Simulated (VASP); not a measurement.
# MgO (P1) in VASP: reference runs

How does MgO come out in PBE? The cell is run as given.

Program: VASP 6.6.1. These are calculated values, not measurements. Logs are shortened: lines on timing, memory, paths and dates and some standing lists are left out, and cuts for length are marked.

### Step 1. The cell of the first run

The typed cell holds 4 atoms: a = 3.206 Å, b = 3.157 Å, c = 5.016 Å, α = 88.45°, β = 87.53°, γ = 120.84°.

The cell comes from a database or a generator and needn't be the stable form of this composition.

### Step 2. Single point, PBE

INCAR reads:

```
  ALGO = Normal
  EDIFF = 1E-7
  ENCUT = 520
  GGA = PE
  ISIF = 2
  ISMEAR = -1
  LASPH = True
  LCHARG = False
  LREAL = False
  LWAVE = False
  NBANDS = 16
  NELM = 80
  PREC = Accurate
  SIGMA = 0.05
```

KPOINTS reads:

```
k-points
0
Gamma
  10 10 6
```

POSCAR reads:

```
MgO
1.0
    3.2048388600     -0.0100611300      0.0704603300
   -1.6111326200      2.7143729600      0.0444785000
    0.1061421100      0.1386493900      5.0131892600
Mg O
2 2
Direct
    0.6078947800      0.7960758200      0.9764267100
    0.6124462200      0.2068720200      0.4017287800
    0.1753017900      0.7798972400      0.4870079900
    0.6043572200      0.2171549200      0.9440365300
```

Potentials or basis: VASP PAW PBE potentials, release 64 (Mg, O).

Command:

```console
$ cat potpaw_PBE.64/Mg/POTCAR potpaw_PBE.64/O/POTCAR > POTCAR
$ mpirun -np 1 vasp_std > vasp.out
```

OUTCAR:

```text
EDIFF = 1E-7
   ENCUT = 520
   GGA = PE
   ISIF = 2
   ISMEAR = -1
   LASPH = True
   LREAL = False
   NELM = 80
   PREC = Accurate

 ion  position               nearest neighbor table
   1  0.608  0.796  0.976-   4 1.34   4 1.83   2 2.52   4 2.75   4 2.78   2 2.80   2 3.13   2 3.36
                             2 3.48   2 3.61
   2  0.612  0.207  0.402-   3 1.39   3 1.86   4 2.30   1 2.52   4 2.72   3 2.79   1 2.80   1 3.13
                             1 3.36   1 3.48   1 3.61
   3  0.175  0.780  0.487-   2 1.39   2 1.86   2 2.79
   4  0.604  0.217  0.944-   1 1.34   1 1.83   2 2.30   2 2.72   1 2.75   1 2.78

 -----------------------------------------------------------------------------
|                                                                             |
|           W    W    AA    RRRRR   N    N  II  N    N   GGGG   !!!           |
|           W    W   A  A   R    R  NN   N  II  NN   N  G    G  !!!           |
|           W    W  A    A  R    R  N N  N  II  N N  N  G       !!!           |
|           W WW W  AAAAAA  RRRRR   N  N N  II  N  N N  G  GGG   !            |
|           WW  WW  A    A  R   R   N   NN  II  N   NN  G    G                |
|           W    W  A    A  R    R  N    N  II  N    N   GGGG   !!!           |
|                                                                             |
|     The distance between some ions is very small. Please check the          |
|     nearest-neighbor list in the OUTCAR file.                               |
|     I HOPE YOU KNOW WHAT YOU ARE DOING!                                     |
|                                                                             |
 -----------------------------------------------------------------------------

  LATTYP: Found a triclinic cell.
 ALAT       =     3.1410846833
 B/A-ratio  =     1.0050112671
 C/A-ratio  =     1.5969735943
 COS(alpha) =     0.0270480913
 COS(beta)  =     0.0711025720
 COS(gamma) =     0.4818495749

  Lattice vectors:

 A1 = (   1.5937062400,   2.7043118300,   0.1149388300)
 A2 = (  -1.6111326200,   2.7143729600,   0.0444785000)
 A3 = (   0.1061421100,   0.1386493900,   5.0131892600)

Analysis of symmetry for initial positions (statically):
=====================================================================
 Subroutine PRICEL returns:
 Original cell was already a primitive cell.

 Routine SETGRP: Setting up the symmetry group for a
 triclinic supercell.

 Subroutine GETGRP returns: Found  1 space group operations
 (whereof  1 operations were pure point group operations)
 out of a pool of  2 trial point group operations.

The static configuration has the point symmetry C_1 .

Analysis of symmetry for dynamics (positions and initial velocities):
=====================================================================
 Subroutine PRICEL returns:
 Original cell was already a primitive cell.

 Routine SETGRP: Setting up the symmetry group for a
 triclinic supercell.

 Subroutine GETGRP returns: Found  1 space group operations
 (whereof  1 operations were pure point group operations)
 out of a pool of  2 trial point group operations.

The dynamic configuration has the point symmetry C_1 .

 Subroutine INISYM returns: Found  1 space group operations
 (whereof  1 operations are pure point group operations),
 and found     1 'primitive' translations

----------------------------------------------------------------------------------------

                                     Primitive cell

  volume of cell :      43.4733

  direct lattice vectors                    reciprocal lattice vectors
     3.204838860 -0.010061130  0.070460330     0.312870447  0.185898957 -0.011765665
    -1.611132620  2.714372960  0.044478500     0.001384935  0.369399137 -0.010245766
     0.106142110  0.138649390  5.013189260    -0.004409679 -0.005890227  0.199730087

  length of vectors
     3.205629112  3.156825498  5.016229297     0.364121916  0.369543795  0.199865574

  position of ions in fractional coordinates (direct lattice)
     0.607894780  0.796075820  0.976426710
     0.612446220  0.206872020  0.401728780
     0.175301790  0.779897240  0.487007990
     0.604357220  0.217154920  0.944036530

  ion indices of the primitive-cell ions
   primitive index   ion index
                 1           1
                 2           2
                 3           3
                 4           4

----------------------------------------------------------------------------------------

 KPOINTS: k-points

Automatic generation of k-mesh.
 Grid dimensions read from file:
 generate k-points for:   10   10    6

 Generating k-lattice:

  Cartesian coordinates                     Fractional coordinates (reciprocal lattice)
     0.031287045  0.018589896 -0.001176567     0.100000000  0.000000000 -0.000000000
     0.000138493  0.036939914 -0.001024577     0.000000000  0.100000000  0.000000000
    -0.000734946 -0.000981704  0.033288348    -0.000000000  0.000000000  0.166666667

  Length of vectors
     0.036412192  0.036954380  0.033310929

  Shift w.r.t. Gamma in fractional coordinates (k-lattice)
     0.000000000  0.000000000  0.000000000

 Subroutine IBZKPT returns following result:
 ===========================================

 Found    304 irreducible k-points:

 Following reciprocal coordinates:
            Coordinates               Weight
  0.000000  0.000000  0.000000      1.000000
  0.100000  0.000000  0.000000      2.000000
  0.200000  0.000000  0.000000      2.000000
  0.300000  0.000000  0.000000      2.000000
  0.400000  0.000000  0.000000      2.000000
  0.500000 -0.000000  0.000000      1.000000
[... 16 lines left out ...]
 -0.400000  0.200000 -0.000000      2.000000
 -0.300000  0.200000  0.000000      2.000000
 [... further k-points ...]
   k-points           NKPTS =    304   k-points in BZ     NKDIM =    304   number of bands    NBANDS=     16
   number of dos      NEDOS =    301   number of ions     NIONS =      4
   total plane-waves  NPLWV =  23040
   dimension x,y,z NGX =    24 NGY =   24 NGZ =   40
   dimension x,y,z NGXF=    48 NGYF=   48 NGZF=   80
   ions per type =               2   2
   NGX,Y,Z   is equivalent  to a cutoff of  12.45, 12.64, 13.26 a.u.
   NGXF,Y,Z  is equivalent  to a cutoff of  24.89, 25.28, 26.51 a.u.
 SYSTEM =  unknown system
   PREC   = accura    normal or accurate (medium, high low for compatibility)
   ISTART =      0    job   : 0-new  1-cont  2-samecut
   ICHARG =      2    charge: 1-file 2-atom 10-const
   ISPIN  =      1    spin polarized calculation?
   LNONCOLLINEAR =      F non collinear calculations
   LSORBIT =      F    spin-orbit coupling
   LASPH  =      T    aspherical Exc in radial PAW
   ENCUT  =  520.0 eV  38.22 Ry    6.18 a.u.   5.96  5.87  9.33*2*pi/ulx,y,z
   NELM   =     80;   NELMIN=  2; NELMDL= -5     # of ELM steps
   EDIFF  = 0.1E-06   stopping-criterion for ELM
   LREAL  =      F    real-space projection
[... 7 lines left out ...]
   TEBEG  =    0.0;   TEEND  =   0.0 temperature during run
   PSTRESS=    0.0 pullay stress
   NELECT =      16.0000    total number of electrons
   NUPDOWN=      -1.0000    fix difference up-down
   EMIN   =  10.00;   EMAX   =-10.00  energy-range for DOS
   EFERMI =   0.00;   METHOD = LEGACY
   ISMEAR =    -1;   SIGMA  =   0.05  broadening in eV -4-tet -1-fermi 0-gaus
   EFERMI_NEDOS =   21; number of points for ismear=-14 and -15
   IALGO  =     38    algorithm
   IMIX   =      4    mixing-type and parameters
     AMIX     =   0.40;   BMIX     =  1.00
     AMIX_MAG =   1.60;   BMIX_MAG =  1.00
  volume/ion in A,a.u.               =      10.87        73.34
  Fermi-wavevector in a.u.,A,eV,Ry     =   1.173205  2.217037 18.727210  1.376411
  Thomas-Fermi vector in A             =   2.309622
   LORBIT       =      0    0 simple, 1 ext, 2 COOP (PROOUT), +10 PAW based schemes
   GGA     = PE    functional components
   LHFCALC =     F    Hartree Fock is set to
   AEXX    =    0.0000 exact exchange contribution
   IVDW    =     0    specifies the selected vdW correction
   LEPSILON=     F    determine dielectric tensor
   LRPA    =     F    only Hartree local field effects (RPA)
 non-spin polarized calculation
  energy-cutoff  :      520.00
  volume of cell :       43.47
 maximum number of plane-waves:      1186
   NGX = 11   NGY = 11   NGZ = 19

 number of electron      16.0000004 magnetization

 Free energy of the ion-electron system (eV)
  ---------------------------------------------------
  ext. energy  EPLUGINS =         0.00000000
  ---------------------------------------------------
  free energy    TOTEN  =       -10.16534166 eV

  energy without entropy =      -10.16534166  energy(sigma->0) =      -10.16534166

 E-fermi :   3.1818     XC(G=0): -10.0153

 val. band max:        2.2733153353   @ k =   0.0000   0.0000   0.0000
 cond. band min:       3.9948763165   @ k =   0.0000   0.0000   0.0000
 fundamental gap:      1.7215609811
 Fermi energy:         3.1817799800

 k-point     1 :       0.0000    0.0000    0.0000
  band No.  band energies     occupation
      1     -14.8358      2.00000
      2     -13.7708      2.00000
      3      -2.0978      2.00000
      4       1.1890      2.00000
      5       1.3595      2.00000
      6       1.6385      2.00000
[... 8 lines left out ...]
     15      17.9775      0.00000
     16      18.8587      0.00000

 k-point     2 :       0.1000    0.0000    0.0000
  band No.  band energies     occupation
      1     -14.7774      2.00000
      2     -13.7288      2.00000
      3      -1.9885      2.00000
      4       0.7887      2.00000
      5       1.2258      2.00000
      6       1.4813      2.00000
[... 8 lines left out ...]
     15      18.2686      0.00000
     16      18.5275      0.00000

 k-point     3 :       0.2000    0.0000    0.0000
  band No.  band energies     occupation
      1     -14.6208      2.00000
      2     -13.6167      2.00000
      3      -1.6763      2.00000
      4       0.0281      2.00000
      5       0.6092      2.00000
      6       1.3476      2.00000
[... 8 lines left out ...]
     15      17.9037      0.00000
     16      18.4832      0.00000
[... 362 lines left out ...]
 k-point    23 :      -0.4000    0.2000   -0.0000
  band No.  band energies     occupation
      1     -14.2708      2.00000
      2     -13.4399      2.00000
      3      -1.2771      2.00000
      4      -0.9180      2.00000
      5      -0.1457      2.00000
      6       0.8625      2.00000
[... 8 lines left out ...]
     15      17.3240      0.00000
     16      19.6547      0.00000

 k-point    24 :      -0.3000    0.2000    0.0000
  band No.  band energies     occupation
      1     -14.4465      2.00000
      2     -13.5483      2.00000
      3      -1.5572      2.00000
      4      -0.6473      2.00000
      5       0.3733      2.00000
      6       1.0665      2.00000
[... 8 lines left out ...]
     15      17.7238      0.00000
     16      18.8549      0.00000

 [... further k-points ...]
[... 5 lines left out ...]
  --------------------------------------------------------------------------------------
  -------------------------------------------------------------------------------------
  Total       20.5010154     64.3308362      4.8047087     -5.3915317    -11.7915427     -2.9130612
  in kB      755.5509221   2370.8690366    177.0742593   -198.7012183   -434.5692547   -107.3588806
  external PRESSURE =    1101.1647393 kB  Pullay stress =       0.0000000 kB

 VOLUME and BASIS-vectors are now :
 -----------------------------------------------------------------------------
  energy-cutoff  :      520.00
  volume of cell :       43.47
      direct lattice vectors                 reciprocal lattice vectors
     3.204838860 -0.010061130  0.070460330     0.312870447  0.185898957 -0.011765665
    -1.611132620  2.714372960  0.044478500     0.001384935  0.369399137 -0.010245766
     0.106142110  0.138649390  5.013189260    -0.004409679 -0.005890227  0.199730087

 POSITION                                       TOTAL-FORCE (eV/Angst)
 -----------------------------------------------------------------------------------
      0.76926      2.29011      4.97325        16.707016    -27.789706      0.785168
      1.67213      0.61107      2.06630        12.424702     21.109592     -5.083176
     -0.64301      2.18269      2.48850       -12.590229    -20.857541      5.305434
      1.68720      0.71425      4.78488       -16.541489     27.537655     -1.007426
 -----------------------------------------------------------------------------------
    total drift:                                0.000214      0.000211      0.000152

  FREE ENERGIE OF THE ION-ELECTRON SYSTEM (eV)
  ---------------------------------------------------
  free  energy   TOTEN  =       -10.1653416584 eV

  energy  without entropy=      -10.1653416578  energy(sigma->0) =      -10.16534166
```

Run time: 2.1 min. Hardware: 1 thread of Intel Xeon Platinum 8488C (Sapphire Rapids), shared host; peak memory 0.3 GiB.

Results:

```yaml
Free_energy: -10.1653 eV
Pressure: 110.1 GPa
Largest_force: 32.435 eV/Å
Band_gap_on_the_k_mesh: 1.72 eV, direct
```

Forces in eV/Å, atoms in the order of the input:
```
Mg   16.707 -27.790   0.785
Mg   12.425  21.110  -5.083
O   -12.590 -20.858   5.305
O   -16.541  27.538  -1.007
```

Caveat: the cell as given lies far from equilibrium; so large a pressure means that the cell lies far from this level's equilibrium, or that cutoff or potentials fall short; forces of over 1 eV/Å show positions far from the minimum, so gaps and moduli don't describe the material at rest.
